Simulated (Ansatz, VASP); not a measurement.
# Cross-check of SiO2 between VASP and Ansatz, part 2 of 2

Aim: how closely do two programs agree when they are given the same cell, functional and k mesh? The cell is taken from a series of runs on this material, whose earlier steps may have relaxed, scaled, displaced or heated it; both programs get it as it stands.

VASP 6.6.1 and Ansatz 0.2.0.

So far: The starting structure; Ansatz: single point, HSE06.

### 3. VASP: single point, HSE06

Level of this step: HSE06; plane waves and PAW (Si, O) (VASP).

The same cell, functional and mesh now go to VASP, with its own data sets.

Lines of VASP's logs that name or quote its potential files are left out, and so is its time.

The run reads the wave functions of an earlier VASP run, which isn't shown here.

Contents of INCAR:

```
SYSTEM = SiO2
PREC = Accurate
ENCUT = 520
EDIFF = 1E-06
NELM = 100
ISMEAR = 0
SIGMA = 0.01
LREAL = .FALSE.
ALGO = Normal
LHFCALC = .TRUE.
AEXX = 0.25
GGA = PE
HFSCREEN = 0.208
LASPH = .TRUE.
NBANDS = 44
PRECFOCK = Fast
LORBIT = 11
LWAVE = .FALSE.
LCHARG = .FALSE.
KPAR = 8
NCORE = 2
ISIF = 2
```

Contents of POSCAR:

```
SiO2
1.0
   -2.6626865069      4.7767535050      4.4416747250
    2.6626865069     -4.7767535050      4.4416747250
    2.6626865069      4.7767535050     -4.4416747250
Si O
4 8
Direct
    0.9284590082      0.8438937192      0.0845652890
    0.7406715698      0.1561062808      0.5845652890
    0.0715409918      0.1561062808      0.9154347110
    0.2593284302      0.8438937192      0.4154347110
    0.1292776650      0.8792776650      0.2500000000
    0.8707223350      0.1207223350      0.7500000000
    0.7945132619      0.5000000000      0.7945132619
    0.2054867381      0.0000000000      0.7054867381
    0.2054867381      0.5000000000      0.2054867381
    0.7945132619      0.0000000000      0.2945132619
    0.0000000000      0.0000000000      0.0000000000
    0.5000000000      0.0000000000      0.5000000000
```

Contents of KPOINTS:

```
Automatic mesh
0
Gamma
4 4 4
0 0 0
```

Potentials, in the order of the species: Si and O (PBE family, release 64).

Run with:

```bash
$ mpirun -np 16 vasp_std
```

Numbers of over 12 decimals in the logs are rounded to 6 here.

The log of the run:

```text
[banner, memory and clock lines left out]
running   16 mpi-ranks, on    1 nodes
 distrk:  each k-point on    2 cores,    8 groups
 distr:  one band on    2 cores,    1 groups

 POSCAR found type information on POSCAR SiO
 POSCAR found :  2 types and      12 ions
 LDA part: xc-table for (Slater+PW92), standard interpolation
 found WAVECAR, reading the header
 POSCAR, INCAR and KPOINTS ok, starting setup
 FFT: planning ... GRIDC
 FFT: planning ... GRID_SOFT
 FFT: planning ... GRID
 reading WAVECAR
 the WAVECAR file was read successfully
 initial charge from wavefunction
 entering main loop
       N       E                     dE             d eps       ncg     rms          rms(c)
DAV:   1    -0.116609450452E+03   -0.11661E+03   -0.18738E+00  1824   0.779E+00    0.648E+00
DAV:   2    -0.116621546628E+03   -0.12096E-01   -0.60830E-02  1912   0.114E+00    0.472E+00
DAV:   3    -0.116614819033E+03    0.67276E-02   -0.69539E-03  1952   0.371E-01    0.282E+00
DAV:   4    -0.116613391485E+03    0.14275E-02   -0.20302E-03  1912   0.184E-01    0.161E+00
DAV:   5    -0.116612904117E+03    0.48737E-03   -0.21826E-04  1952   0.849E-02    0.911E-01
DAV:   6    -0.116612721340E+03    0.18278E-03   -0.75002E-05  1816   0.589E-02    0.517E-01
DAV:   7    -0.116612656819E+03    0.64521E-04   -0.21685E-05  1832   0.332E-02    0.295E-01
DAV:   8    -0.116612631069E+03    0.25750E-04   -0.64925E-06  1816   0.174E-02    0.168E-01
DAV:   9    -0.116612620066E+03    0.11003E-04   -0.24139E-06  1248   0.999E-03    0.958E-02
DAV:  10    -0.116612615040E+03    0.50269E-05   -0.12449E-06  1224   0.711E-03    0.540E-02
DAV:  11    -0.116612612560E+03    0.24799E-05   -0.39192E-07  1216   0.390E-03    0.308E-02
DAV:  12    -0.116612611275E+03    0.12843E-05   -0.20536E-07  1196   0.286E-03    0.173E-02
DAV:  13    -0.116612610586E+03    0.68922E-06   -0.88371E-08  1168   0.183E-03
   1 F= -.11661261E+03 E0= -.11661261E+03  d E =-.172940E-35
```

From OUTCAR (step 3):

```text
ion  position               nearest neighbor table
   1  0.928  0.844  0.085-  11 1.60   5 1.61   7 1.62  10 1.62   2 3.14   2 3.14
   2  0.741  0.156  0.585-  12 1.60   6 1.61  10 1.62   7 1.62   1 3.14   1 3.14
   3  0.072  0.156  0.915-  11 1.60   6 1.61   9 1.62   8 1.62   4 3.14   4 3.14
   4  0.259  0.844  0.415-  12 1.60   5 1.61   9 1.62   8 1.62   3 3.14   3 3.14
   5  0.129  0.879  0.250-   1 1.61   4 1.61
   6  0.871  0.121  0.750-   2 1.61   3 1.61
   7  0.795  0.500  0.795-   2 1.62   1 1.62
   8  0.205  0.000  0.705-   4 1.62   3 1.62
   9  0.205  0.500  0.205-   4 1.62   3 1.62
  10  0.795  0.000  0.295-   2 1.62   1 1.62
  11  0.000  0.000  0.000-   1 1.60   3 1.60
  12  0.500  0.000  0.500-   2 1.60   4 1.60

  LATTYP: Found a body centered orthorhombic cell.
 ALAT       =     5.3253730138
 B/A-ratio  =     1.6681177876
 C/A-ratio  =     1.7939601574

 Subroutine GETGRP returns: Found  8 space group operations
 (whereof  4 operations were pure point group operations)

The static configuration has the point symmetry C_2h.
 The point group associated with its full space group is D_2h.

 Found     18 irreducible k-points:

   k-points           NKPTS =     18   k-points in BZ     NKDIM =     64   number of bands    NBANDS=     44

   dimension x,y,z NGX =    54 NGY =   54 NGZ =   54
   dimension x,y,z NGXF=   108 NGYF=  108 NGZF=  108

   ENCUT  =  520.0 eV  38.22 Ry    6.18 a.u.  13.10 13.10 13.10*2*pi/ulx,y,z

   NELECT =      64.0000    total number of electrons

 k-points in reciprocal lattice and weights: Automatic mesh
   0.00000000  0.00000000  0.00000000       0.016
   0.25000000 -0.00000000  0.00000000       0.062
   0.50000000 -0.00000000  0.00000000       0.031
   0.00000000  0.25000000  0.00000000       0.062
   0.25000000  0.25000000  0.00000000       0.125
   0.50000000  0.25000000  0.00000000       0.125
  -0.25000000  0.25000000 -0.00000000       0.062
   0.00000000  0.50000000  0.00000000       0.031
   0.25000000  0.50000000  0.00000000       0.125
[...]
-0.25000000 -0.25000000  0.25000000       0.031
   0.50000000  0.50000000  0.50000000       0.016

  exchange ACFDT corr.  =         0.00000000  see jH, gK, PRB 81, 115126

 average (electrostatic) potential at core
       1 -85.8410       2 -85.8410       3 -85.8410       4 -85.8410       5 -69.0943
       6 -69.0943       7 -69.0819       8 -69.0819       9 -69.0819      10 -69.0819
      11 -69.0757      12 -69.0757

 E-fermi :  -2.8248

 k-point     1 :       0.0000    0.0000    0.0000
  band No.  band energies     occupation
    ...
     28      -4.1157      2.00000
     29      -3.9510      2.00000
     30      -3.7005      2.00000
     31      -3.2833      2.00000
     32      -2.9103      2.00000
     33       4.2583      0.00000
     34       7.2924      0.00000
     35       7.6102      0.00000
     36       7.7805      0.00000
     37       7.9222      0.00000
    ...

 k-point     2 :       0.2500   -0.0000    0.0000
  band No.  band energies     occupation
    ...
     28      -4.1043      2.00000
     29      -3.6139      2.00000
     30      -3.5838      2.00000
     31      -3.2747      2.00000
     32      -2.9523      2.00000
     33       4.5943      0.00000
     34       6.6224      0.00000
     35       7.5716      0.00000
     36       7.7852      0.00000
     37       8.1817      0.00000
    ...

 k-point     3 :       0.5000   -0.0000    0.0000
  band No.  band energies     occupation
    ...
     28      -4.1098      2.00000
     29      -3.4822      2.00000
     30      -3.3947      2.00000
     31      -3.2421      2.00000
     32      -3.0179      2.00000
     33       5.3568      0.00000
     34       5.6088      0.00000
     35       7.5568      0.00000
     36       7.9005      0.00000
     37       8.2315      0.00000
    ...

  Total       -4.2964287     -0.7609488     -2.6342036      0.0000000      0.0000000      0.0000000
  in kB      -30.4620119     -5.3951855    -18.6767069      0.0000000      0.0000000      0.0000000
  external PRESSURE =     -18.1779681 kB  Pullay stress =       0.0000000 kB

  energy-cutoff  :      520.00
  volume of cell :      225.97
      direct lattice vectors                 reciprocal lattice vectors
    -2.662686507  4.776753505  4.441674725     0.000000000  0.104673603  0.112570152
     2.662686507 -4.776753505  4.441674725     0.187780273  0.000000000  0.112570152
     2.662686507  4.776753505 -4.441674725     0.187780273  0.104673603  0.000000000

 POSITION                                       TOTAL-FORCE (eV/Angst)
 -----------------------------------------------------------------------------------
     -0.00000      0.80790      7.49660         0.000000     -0.074888      0.063227
      0.00000      5.58465      1.38675        -0.000000     -0.074888     -0.063227
      2.66269      3.96886     -3.05493        -0.000000      0.074888     -0.063227
      2.66269     -0.80790      3.05493         0.000000      0.074888      0.063227
      2.66269     -2.38838      3.36926         0.000000      0.000000      0.015725
      0.00000      7.16513      1.07242        -0.000000      0.000000     -0.015725
      1.33134      5.20201      2.22084        -0.000000     -0.015201      0.000000
      1.33134      4.35150     -2.22084        -0.000000      0.015201      0.000000
      1.33134     -0.42526      2.22084        -0.000000      0.015201      0.000000
     -1.33134      5.20201      2.22084        -0.000000     -0.015201      0.000000
      0.00000      0.00000      0.00000        -0.000000      0.000000      0.000000
      0.00000      4.77675      0.00000        -0.000000      0.000000      0.000000
 -----------------------------------------------------------------------------------
    total drift:                                0.000000     -0.000002      0.000000

  FREE ENERGIE OF THE ION-ELECTRON SYSTEM (eV)
  ---------------------------------------------------
  free  energy   TOTEN  =      -116.6126105861 eV

  energy  without entropy=     -116.6126105861  energy(sigma->0) =     -116.61261059

 total charge
# of ion       s       p       d       tot
------------------------------------------
    1        0.642   1.001   0.000   1.643
    2        0.642   1.001   0.000   1.643
    3        0.642   1.001   0.000   1.643
    4        0.642   1.001   0.000   1.643
    5        1.553   3.740   0.000   5.293
    6        1.553   3.740   0.000   5.293
    7        1.551   3.730   0.000   5.281
    8        1.551   3.730   0.000   5.281
    9        1.551   3.730   0.000   5.281
   10        1.551   3.730   0.000   5.281
   11        1.548   3.754   0.000   5.301
   12        1.548   3.754   0.000   5.301
--------------------------------------------------
tot         14.972  33.914   0.000  48.886

[... 3 further parts left out ...]
```

The run ends at a pressure of -1.82 GPa, with forces up to 0.098 eV/Å.

### 4. Differences

Known differences besides the potentials themselves: exact exchange at q = 0 is treated differently, which shows on coarse meshes; VASP keeps PBE cores, Ansatz makes them for the functional; fixed occupations in Ansatz, narrow Gaussian smearing in VASP; the cutoff is 420 eV in Ansatz and 520 eV in VASP; VASP takes a coarser grid for exact exchange (PRECFOCK = Fast). Total energies have different zeros and are not compared.

Compared:

```
              quantity  Ansatz   VASP  difference
gap on the k mesh (eV)   7.167  7.169      -0.002
```

A gap on the mesh is an upper bound, since the band edges may lie between its points.

### 5. Summary of results

```json
{
 "difference in gap on the k mesh (single point, HSE06)": "-0.0016 eV"
}
```

In words: The difference in gap on the k mesh is -0.0016 eV (single point, HSE06), within the 0.08 eV picked in this series as the mark of a large difference. Such differences can come from data sets, numerical settings and the points named under the comparisons, not from the functional's error against experiment.

[Lines on the potential files, build, host, timing and source positions are cut from VASP's logs without a mark.]

[Logs are printed without paths, hosts, clocks, repeated set-up lines and the standing remarks that a program may print on its own settings, such as how far it seeks lower states.]

[Hosts, paths, dates, database ids (printed as entryN), source tags and the programs' standing remarks are cut or masked in the printed files.]
